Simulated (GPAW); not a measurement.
# Zn (P6_3/mmc) in GPAW: reference runs

Aim: a first look at Zn with PBEsol, on the cell as given and on a disturbed one.

All numbers are computed with GPAW 26.7.0; they aren't measurements. Logs are shortened: lines on timing, memory, paths and dates and some standing lists are left out, and cuts for length are marked. The log counts tension as positive stress, the text compression.

### Step 1. The structure

Symmetry: P6_3/mmc, No. 194, hexagonal system. The conventional cell has a = 2.670 Å, b = 2.670 Å, c = 4.966 Å, α = 90.00°, β = 90.00°, γ = 120.00°. Zn (site symmetry -6m2) has 12 Zn at 2.67 to 2.92 Å as nearest neighbours.

### Step 2. Single point, PBEsol

The input, run.py:

```python
from ase import Atoms
from ase.dft.bandgap import bandgap
from ase.io import write
from ase.units import GPa
from gpaw import GPAW, PW, setup_paths

setup_paths.insert(0, '.')

atoms = Atoms(['Zn', 'Zn'],
              cell=[[2.67, 0.0, 0.0],
                    [-1.335, 2.3122878281, 0.0],
                    [0.0, 0.0, 4.966]],
              scaled_positions=[[0.6666666667, 0.3333333333, 0.75],
                                [0.3333333333, 0.6666666667, 0.25]],
              pbc=True)

calc = GPAW(mode=PW(600),
            xc='PBEsol',
            kpts={'size': (11, 11, 6), 'gamma': True},
            occupations={'name': 'fermi-dirac', 'width': 0.05},
            nbands=21,
            convergence={'density': 1e-05, 'energy': 1e-05},
            maxiter=150,
            txt='gpaw.txt')
atoms.calc = calc
energy = atoms.get_potential_energy()
forces = atoms.get_forces()
stress = atoms.get_stress()
calc.write('gs.gpw')
write('result.traj', atoms)
print(f'Energy: {energy:.6f} eV')
print('Forces (eV/A):')
print(forces.round(4))
print('Stress (GPa):', (stress / GPa).round(3))
print('Fermi level:', round(calc.get_fermi_level(), 4), 'eV')
print(f'Gap: {bandgap(calc)[0]:.4f} eV, direct: {bandgap(calc, direct=True)[0]:.4f} eV')
```

Potentials or basis: PAW data sets generated in the run's folder for this functional, pw.

The run is started by

```console
$ gpaw-setup -f PBEsol Zn
$ OMP_NUM_THREADS=1 python run.py
```

gpaw.txt:

```text
__  _  _
 | _ |_)|_||  |
 |__||  | ||/\| - 26.7.0

Input parameters:
  mode=PW(ecut=600.0),
  convergence={'density': 1e-05, 'energy': 1e-05},
  kpts=MonkhorstPack(size=(11, 11, 6), gamma=True),
  maxiter=150,
  nbands=21,
  occupations=Occupations(name='fermi-dirac', width=0.05),
  xc=XC(name='PBEsol')

Diagonalizing LCAO Hamiltonian
Converting LCAO to pw mode

          Zn

        Zn

Atoms  # Å, Bohr magnetons
|   | symbol |         x |        y |        z |    initial magnetic moments |
|---|--------|-----------|----------|----------|-----------------------------|
| 0 |     Zn |  1.335000 | 0.770763 | 3.724500 | ( 0.0000,  0.0000,  0.0000) |
| 1 |     Zn | -0.000000 | 1.541525 | 1.241500 | ( 0.0000,  0.0000,  0.0000) |

Unit cell  # Å
| periodic |         x |        y |        z |  lengths |     angles |
|----------|-----------|----------|----------|----------|------------|
|      yes |  2.670000 | 0.000000 | 0.000000 | 2.670000 |  90.000000 |
|      yes | -1.335000 | 2.312288 | 0.000000 | 2.670000 |  90.000000 |
|      yes |  0.000000 | 0.000000 | 4.966000 | 4.966000 | 120.000000 |

Number of symmetries: 12
Symmetry operations  # r_c * U_cc + t_c -> r_c
|    | kind |            matrix            |
|----|------|------------------------------|
|  0 |  σ   |  1, 1, 0,  0,-1, 0,  0, 0, 1 |
|  1 |  S6  |  1, 1, 0, -1, 0, 0,  0, 0,-1 |
|  2 |  E   |  1, 0, 0,  0, 1, 0,  0, 0, 1 |
|  3 |  C2  |  1, 0, 0, -1,-1, 0,  0, 0,-1 |
|  4 |  C2  |  0, 1, 0,  1, 0, 0,  0, 0,-1 |
|  5 |  C3  |  0, 1, 0, -1,-1, 0,  0, 0, 1 |
|  6 |  S6  |  0,-1, 0,  1, 1, 0,  0, 0,-1 |
|  7 |  σ   |  0,-1, 0, -1, 0, 0,  0, 0, 1 |
|  8 |  σ   | -1, 0, 0,  1, 1, 0,  0, 0, 1 |
|  9 |  i   | -1, 0, 0,  0,-1, 0,  0, 0,-1 |
| 10 |  C3  | -1,-1, 0,  1, 0, 0,  0, 0, 1 |
| 11 |  C2  | -1,-1, 0,  0, 1, 0,  0, 0,-1 |

BZ-sampling:
  Number of BZ points: 726
  Number of IBZ points: 84

  Monkhorst-Pack size: [11, 11, 6]
  Monkhorst-Pack shift: [0.0, 0.0, 0.08333333333333333]

K-points  # in reciprocal-cell coordinates
|     |                                coordinates |     weight |
|-----|--------------------------------------------|------------|
|   0 | (  0.00000000,   0.00000000,   0.00000000) | 0.00137741 |
|   1 | (  0.00000000,   0.00000000,   0.16666667) | 0.00275482 |
|   2 | (  0.00000000,   0.00000000,   0.33333333) | 0.00275482 |
|   3 | (  0.00000000,   0.00000000,   0.50000000) | 0.00137741 |
|   4 | (  0.09090909,   0.00000000,  -0.33333333) | 0.00826446 |
|   5 | (  0.09090909,   0.00000000,  -0.16666667) | 0.00826446 |
|   6 | (  0.09090909,   0.00000000,   0.00000000) | 0.00826446 |
|   7 | (  0.09090909,   0.00000000,   0.16666667) | 0.00826446 |
|   8 | (  0.09090909,   0.00000000,   0.33333333) | 0.00826446 |
|   9 | (  0.09090909,   0.00000000,   0.50000000) | 0.00826446 |
| ... |                                            |            |
|  83 | (  0.45454545,   0.45454545,   0.50000000) | 0.00826446 |

Plane wave coefficients: 1052
Cutoff: 600.0 eV

Spin-components: 1 (collinear spins)
Bands:           21
Projectors:      12
Spin-degeneracy: 2
Datatype:        complex128

Parallelization:
  kpt:    1
  domain: 1
  band:   1

Density:
  Valence electrons: 24.0
  Components: 1
  Grid points: [16 16 30]
  Charge: 0.0  # |e|

Potential:
  Grid points: [16 16 30]

species:
  Zn:
    name:    Zinc
    Z:       30.0
    valence: 12
    core:    18
    charge:  0.0  # [|e|]
    compensation charges:
      type: gauss
      rc: 0.37  # [Å]
      lmax: 2
    cutoffs:
      filter: 2.14  # [Å]
      core: 2.28  # [Å]
    projectors
    | kind |    occ | energy [eV] | rcut [Å] |
    |------|--------|-------------|----------|
    |   4s |  2.000 |      -5.996 |    1.286 |
    |   4p |  0.000 |      -1.076 |    1.270 |
    |   3d | 10.000 |     -10.170 |    1.180 |
    |    s |        |      21.215 |    1.286 |
    |    p |        |      26.135 |    1.270 |
    |    d |        |      17.041 |    1.180 |

    Using partial waves for Zn as LCAO basis

Reference energy: -97645.491220  # eV

eigensolver:
  PPCG
  Converge bands: occupied
  niter=2

density mixing:
  MSR1-Mixer
  Pratt-step length: 0.05
  Maximum mixing coefficient: 0.75
  Old densities: 10
  SVD Regularization: 0.005
  Good broyden scale: 1.0
  Trust region scale: 1.0
  Backstep threshold: 4.0
  History deletion threshold: 6.0
  Fourier metric: weight=20.0, sigma=0.015

occupation numbers:
  Fermi-Dirac:
    width: 0.0500  # eV

poisson solver:
  ecut: 4800.0  # eV

xc functional:
  name: PBEsol with 2 nearest neighbor stencil

convergence criteria:
- Maximum integral of absolute [dens]ity change: 1e-05 electrons / valence electron
- Maximum [total energy] change in last 3 cyles: 1e-05 eV / valence electron
- Maximum integral of absolute [eigenst]ate change: 4e-08 eV^2 / valence electron
maximum number of iterations: 150

SCF iterations
|iter     | |      energy | eigst |  dens |
|---------|-|-------------|-------|-------|
|iter:   1| |   -3.456912 | +0.22 |       |
|iter:   2| |   -3.401186 | -2.68 | -1.39 |
|iter:   3| |   -3.267690 | -1.73 | -1.43 |
|iter:   4| |   -3.270937 | -3.26 | -1.89 |
|iter:   5| |   -3.271749 | -3.29 | -2.25 |
|iter:   6| |   -3.271810 | -5.11 | -3.64 |
|iter:   7| |   -3.271822c| -5.94 | -3.83 |
|iter:   8| |   -3.271823c| -7.47c| -4.49 |
|iter:   9| |   -3.271823c| -8.38c| -4.92 |
|iter:  10| |   -3.271822c| -9.20c| -5.42c|

Converged in 10 steps
Energy contributions relative to reference atoms: (reference = -97645.491220)

Energy contributions:
  Kinetic:          -6.655058
  Coulomb:           9.329660
  Zero:             -0.064198
  External:          0.000000
  Xc:               -5.879860
  Entropy:          -0.004734
  Spinorbit:         0.000000
  ----------------------------
  Free energy:      -3.274189
  Extrapolated:     -3.271822

dipole moment: (-0.000000, -0.000000, -0.000000)  # |e|*Ang

Fermi level: 6.269
Eigenvalues  # (at kpt = [0.000, 0.000, 0.000])
| band index |      eig [eV] | occ [0-2] |
|------------|---------------|-----------|
|          0 |        -3.936 |     2.000 |
|        ... |               |           |
|          5 |        -1.146 |     2.000 |
|          6 |        -1.146 |     2.000 |
|          7 |        -0.823 |     2.000 |
|          8 |        -0.823 |     2.000 |
|          9 |        -0.619 |     2.000 |
|         10 |        -0.619 |     2.000 |
[... 8 lines left out ...]
|         19 |        25.427 |     0.000 |
|         20 |        26.625 |     0.000 |

No gap
No difference between direct/indirect transitions

Forces  # eV/Ang
|        x |       y |        z |
|----------|---------|----------|
|  0.00000 | 0.00000 |  0.00000 |  # Zn   0
| -0.00000 | 0.00000 | -0.00000 |  # Zn   1

Stress tensor  # eV/Ang^3
|         x |         y |         z |
|-----------|-----------|-----------|
|  0.035963 | -0.000000 |  0.000000 |
| -0.000000 |  0.035963 | -0.000000 |
|  0.000000 | -0.000000 |  0.036618 |

# Writing to gs.gpw (mode='')
```

stdout:

```text
Energy: -3.271822 eV
Forces (eV/A):
[[ 0.  0.  0.]
 [-0.  0. -0.]]
Stress (GPa): [ 5.762  5.762  5.867 -0.     0.    -0.   ]
Fermi level: 6.2689 eV
Gap: 0.0000 eV, direct: 0.0000 eV
```

Run time: 35 s. Hardware: 1 thread of Intel Xeon Platinum 8375C at 2.90GHz (Ice Lake), shared host; peak memory 0.17 GiB.

What came out:

```yaml
Free_energy: -3.2742 eV
Pressure: -5.8 GPa
Band_gap_on_the_k_mesh: none (metal or under the smearing width)
```

Stress tensor (GPa, compression positive):
```
-5.76  0.00  0.00
 0.00 -5.76  0.00
 0.00  0.00 -5.87
```

### Step 3. Single point, PBEsol (atoms moved at random, drawn with an rms of 0.05 Å)

Edit run.py of step 2 so:

```diff
@@ -12,4 +12,4 @@
                     [0.0, 0.0, 4.966]],
-              scaled_positions=[[0.6666666667, 0.3333333333, 0.75],
-                                [0.3333333333, 0.6666666667, 0.25]],
+              scaled_positions=[[0.665417, 0.319743, 0.748931],
+                                [0.32257, 0.680131, 0.251075]],
               pbc=True)
```

Potentials or basis: PAW data sets generated in the run's folder for this functional, pw.

The run is started by

```console
$ gpaw-setup -f PBEsol Zn
$ OMP_NUM_THREADS=1 python run.py
```

gpaw.txt:

```text
__  _  _
 | _ |_)|_||  |
 |__||  | ||/\| - 26.7.0

Input parameters:
  mode=PW(ecut=600.0),
  convergence={'density': 1e-05, 'energy': 1e-05},
  kpts=MonkhorstPack(size=(11, 11, 6), gamma=True),
  maxiter=150,
  nbands=21,
  occupations=Occupations(name='fermi-dirac', width=0.05),
  xc=XC(name='PBEsol')

Diagonalizing LCAO Hamiltonian
Converting LCAO to pw mode

          Zn

        Zn

Atoms  # Å, Bohr magnetons
|   | symbol |         x |        y |        z |    initial magnetic moments |
|---|--------|-----------|----------|----------|-----------------------------|
| 0 |     Zn |  1.349806 | 0.739338 | 3.719191 | ( 0.0000,  0.0000,  0.0000) |
| 1 |     Zn | -0.046713 | 1.572659 | 1.246838 | ( 0.0000,  0.0000,  0.0000) |

Unit cell  # Å
| periodic |         x |        y |        z |  lengths |     angles |
|----------|-----------|----------|----------|----------|------------|
|      yes |  2.670000 | 0.000000 | 0.000000 | 2.670000 |  90.000000 |
|      yes | -1.335000 | 2.312288 | 0.000000 | 2.670000 |  90.000000 |
|      yes |  0.000000 | 0.000000 | 4.966000 | 4.966000 | 120.000000 |

Number of symmetries: 1
Symmetry operations  # r_c * U_cc + t_c -> r_c
|   | kind |            matrix            |
|---|------|------------------------------|
| 0 |  E   |  1, 0, 0,  0, 1, 0,  0, 0, 1 |

BZ-sampling:
  Number of BZ points: 726
  Number of IBZ points: 364

  Monkhorst-Pack size: [11, 11, 6]
  Monkhorst-Pack shift: [0.0, 0.0, 0.08333333333333333]

K-points  # in reciprocal-cell coordinates
[... 86 lines left out ...]

poisson solver:
  ecut: 4800.0  # eV

xc functional:
  name: PBEsol with 2 nearest neighbor stencil

convergence criteria:
- Maximum integral of absolute [dens]ity change: 1e-05 electrons / valence electron
- Maximum [total energy] change in last 3 cyles: 1e-05 eV / valence electron
- Maximum integral of absolute [eigenst]ate change: 4e-08 eV^2 / valence electron
maximum number of iterations: 150

SCF iterations
|iter     | |      energy | eigst |  dens |
|---------|-|-------------|-------|-------|
|iter:   1| |   -3.454984 | +0.22 |       |
|iter:   2| |   -3.399269 | -2.69 | -1.39 |
|iter:   3| |   -3.265753 | -1.73 | -1.43 |
|iter:   4| |   -3.268993 | -3.26 | -1.89 |
|iter:   5| |   -3.269809 | -3.29 | -2.25 |
|iter:   6| |   -3.269870 | -5.11 | -3.64 |
|iter:   7| |   -3.269883c| -5.94 | -3.83 |
|iter:   8| |   -3.269883c| -7.46c| -4.49 |
|iter:   9| |   -3.269883c| -8.46c| -4.92 |
|iter:  10| |   -3.269883c| -9.01c| -5.33c|

Converged in 10 steps
Energy contributions relative to reference atoms: (reference = -97645.491220)

Energy contributions:
  Kinetic:          -6.636282
  Coulomb:           9.314556
  Zero:             -0.064197
  External:          0.000000
  Xc:               -5.881581
  Entropy:          -0.004757
  Spinorbit:         0.000000
  ----------------------------
  Free energy:      -3.272262
  Extrapolated:     -3.269883

dipole moment: (-0.111494, -0.001040, 0.000065)  # |e|*Ang

Fermi level: 6.269
Eigenvalues  # (at kpt = [0.000, 0.000, 0.000])
| band index |      eig [eV] | occ [0-2] |
|------------|---------------|-----------|
|          0 |        -3.937 |     2.000 |
|        ... |               |           |
|          5 |        -1.151 |     2.000 |
|          6 |        -1.140 |     2.000 |
|          7 |        -0.845 |     2.000 |
|          8 |        -0.799 |     2.000 |
|          9 |        -0.643 |     2.000 |
|         10 |        -0.599 |     2.000 |
[... 8 lines left out ...]
|         19 |        25.470 |     0.000 |
|         20 |        26.670 |     0.000 |

No gap
No difference between direct/indirect transitions

Forces  # eV/Ang
|        x |        y |        z |
|----------|----------|----------|
| -0.02640 |  0.03093 |  0.01945 |  # Zn   0
|  0.02640 | -0.03093 | -0.01945 |  # Zn   1

Stress tensor  # eV/Ang^3
|        x |         y |         z |
|----------|-----------|-----------|
| 0.035377 |  0.000443 |  0.000064 |
| 0.000443 |  0.036258 | -0.000074 |
| 0.000064 | -0.000074 |  0.036137 |

# Writing to gs.gpw (mode='')
```

stdout:

```text
Energy: -3.269883 eV
Forces (eV/A):
[[-0.0264  0.0309  0.0195]
 [ 0.0264 -0.0309 -0.0195]]
Stress (GPa): [ 5.668  5.809  5.79  -0.012  0.01   0.071]
Fermi level: 6.2693 eV
Gap: 0.0000 eV, direct: 0.0000 eV
```

Wall time 2 min (1 thread of Intel Xeon Platinum 8375C at 2.90GHz (Ice Lake), shared host); peak memory 0.33 GiB.

Results:

| Property | Result |
| --- | --- |
| Free energy | -3.2723 eV |
| Pressure | -5.8 GPa |
| Largest force | 0.045 eV/Å |
| Band gap on the k mesh | none (metal or under the smearing width) |

Forces on the atoms (eV/Å):
```
Zn  -0.026  0.031  0.019
Zn   0.026 -0.031 -0.019
```

Stress tensor (GPa, compression positive):
```
-5.67 -0.07 -0.01
-0.07 -5.81  0.01
-0.01  0.01 -5.79
```
